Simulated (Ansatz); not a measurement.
# Zone-centre modes in AlN

All numbers below come from DFT r2SCAN, scalar-relativistic, plane waves, PAW (Ansatz). The runs took a 500 eV cutoff, a Γ-centred 8×6×4 mesh and Gaussian smearing (0.05 eV). No spin polarisation.

The starting cell (relaxed at this level):

```yaml
crystal:
  lattice:
    - [-3.10667, 0.00000, 0.00000]
    - [0.00000, 0.00000, -4.97840]
    - [0.00000, -5.38090, 0.00000]
  atoms:
    - { symbol: Al, position: [0.50000, 0.99831, 0.16667] }
    - { symbol: Al, position: [0.00000, 0.99831, 0.66667] }
    - { symbol: Al, position: [0.00000, 0.49831, 0.33333] }
    - { symbol: Al, position: [0.50000, 0.49831, 0.83333] }
    - { symbol: N, position: [0.50000, 0.61669, 0.16667] }
    - { symbol: N, position: [0.00000, 0.61669, 0.66667] }
    - { symbol: N, position: [0.00000, 0.11669, 0.33333] }
    - { symbol: N, position: [0.50000, 0.11669, 0.83333] }
```

Harmonic modes by finite displacements of 0.02 Å, without the LO–TO term. The cell doubles the primitive one, so its zone centre also holds the primitive cell's point q = (0, 1/2, 0).

(1) At this geometry, is the structure stable against these modes?

(2) List the wavenumbers in cm⁻¹.

Answers

(1) Yes: no mode is imaginary beyond 10 cm⁻¹, and only the three translations lie near zero.

(2) 0, 0, 0, 235, 249, 250, 314, 354, 414, 513, 530, 559, 621, 644, 664, 664, 664, 677, 677, 680, 685, 740, 741, 764.

Cost: 1 run of about 3 core-minutes, on Intel Xeon 6975P-C (Granite Rapids) (shared hosts).